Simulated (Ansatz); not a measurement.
# La2O3: the cost of one run

Program: Ansatz 0.2.0. PAW datasets, plane waves. Spin-unpolarised throughout; all numbers are computed.

## Step 1: The cell

The unstrained cell was relaxed with r2SCAN; in each strained cell the atoms were relaxed again with r2SCAN. Names of k-points are those of the unstrained zone, where strain can split equivalent points. First state: +5.4 % equal strain in all directions.

It is trigonal, P-3m1 (No. 164); a = 4.149 Å, c = 6.459 Å in the conventional setting, 19.26 Å³ an atom. Around La lie 7 O at 2.47–2.92 Å; around O lie 4 La at 2.47–2.49 Å; around O lie 6 La at 2.92 Å and 6 O at 3.34 Å.

The structure in full:

Space group P-3m1 (No. 164). a = 4.149 Å, b = 4.149 Å, c = 6.459 Å, α = 90.00°, β = 90.00°, γ = 120.00°
| atom | site | symmetry | x | y | z |
| --- | --- | --- | --- | --- | --- |
| La | 2d | 3m. | 0.6667 | 0.3333 | 0.7422 |
| O | 2d | 3m. | 0.6667 | 0.3333 | 0.3603 |
| O | 1a | -3m. | 0.0000 | 0.0000 | 0.0000 |

From earlier runs on the unstrained cell: PBE 3.84 eV, r2SCAN 4.23 eV, HSE06 5.29 eV; a = 3.935 Å, c = 6.126 Å.

## Step 2: +5.4 % equal strain in all directions: PBE

File input.yaml:

```yaml
crystal:
  lattice:
    - [4.1491710648, 0.0, 0.0]
    - [-2.0745855324, 3.5932875468, 0.0]
    - [0.0, 0.0, 6.4594939181]
  atoms:
    - { symbol: La, position: [0.6666666667, 0.3333333333, 0.7421601573] }
    - { symbol: La, position: [0.3333333333, 0.6666666667, 0.2578398427] }
    - { symbol: O, position: [0.6666666667, 0.3333333333, 0.3602734005] }
    - { symbol: O, position: [0.3333333333, 0.6666666667, 0.6397265995] }
    - { symbol: O, position: [0.0, 0.0, 0.0] }
kpoints:
  mp_grid: { grid: [12, 12, 4] }
  band_path:
    path:
      - [0.0, 0.0, 0.0]
      - [0.5, 0.0, 0.0]
      - [0.3333333333, 0.3333333333, 0.0]
      - [0.0, 0.0, 0.5]
      - [0.5, 0.0, 0.5]
      - [0.3333333333, 0.3333333333, 0.5]
      - [0.0, 0.5, 0.5]
    npoints: 1
hamiltonian:
  xc: pbe
scf:
  occupations: { method: fermi_dirac, width: 0.02 }
  n_extra_bands: 5
output:
  forces: true
  stress: true
  eigenvalues: true
```

Launch:

```sh
> ansatz run input.yaml --threads 4 --pin off --max-ram 4608MiB --backend cpu --events-out ev --progress --plain --runs-dir out
```

What time and memory should one allow on 4 threads of AMD EPYC (Zen 3), shared host?

About 8.4 s, with a peak of 0.5 GiB.
